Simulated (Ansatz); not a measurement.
# MnS in Ansatz: the effect of Hubbard term

MnS:

```
CELL_PARAMETERS angstrom
0.00000 2.60450 2.60450
2.60450 0.00000 2.60450
2.60450 2.60450 0.00000
ATOMIC_POSITIONS crystal
Mn 0.00000 0.00000 0.00000
S 0.50000 0.50000 0.50000
```

Alike in all runs:

| Quantity | Value |
| --- | --- |
| Program | Ansatz 0.2.0 |
| Task | projected density of states |
| Functional | PBEsol |
| Potentials or basis | Ansatz PAW |
| Cutoff | 420 eV (not typed: the program's choice for these potentials) |
| k mesh | 9 × 9 × 9 |
| Occupations | fermi-dirac, width 0.05 eV |
| Spin | collinear spin, ferromagnetic start |
| Starting moments | [4.0, 0.0] μB |
| Hubbard projectors | ortho-atomic (the default) |
| Double counting | fll (the default) |

```csv
Hubbard term,gap on the mesh (eV),pressure (GPa)
none,?,?
Mn d U = 1 eV,none,-3.9
Mn d U = 2 eV,none,-1.2
Mn d U = 3 eV,0.44,0.1
Mn d U = 4 eV,0.90,1.2
Mn d U = 5 eV,1.01,2.2
Mn d U = 6 eV,1.06,3.1
Mn d U = 8 eV,1.13,4.9
```

Problem. What does the run with Hubbard term none give?

Solution. gap on the mesh none; pressure -7.3 GPa.

Worked out: A parabola through the other rows of the pressure, of slope 2.06 GPa per eV there, extrapolates to -5.4 GPa, against the run's -7.3.

Caveats: a cell with one magnetic atom can't hold antiferromagnetic order, which such compounds often take; the PAW data sets come from PBE, with cores solved anew for the run's functional, which leaves a small shift of forces and pressure; the magnetic or orbital state may not be the lowest (some runs); odd divisions of the mesh miss points on the zone boundary, where band edges often lie, so the gap on the mesh can be too wide (some runs); semilocal functionals often make such compounds metallic where correlation or magnetic order opens a gap, which also shifts bond lengths (some runs).

A k mesh can miss the band edges.

A gap of «none» marks a metal or a gap under the smearing width.
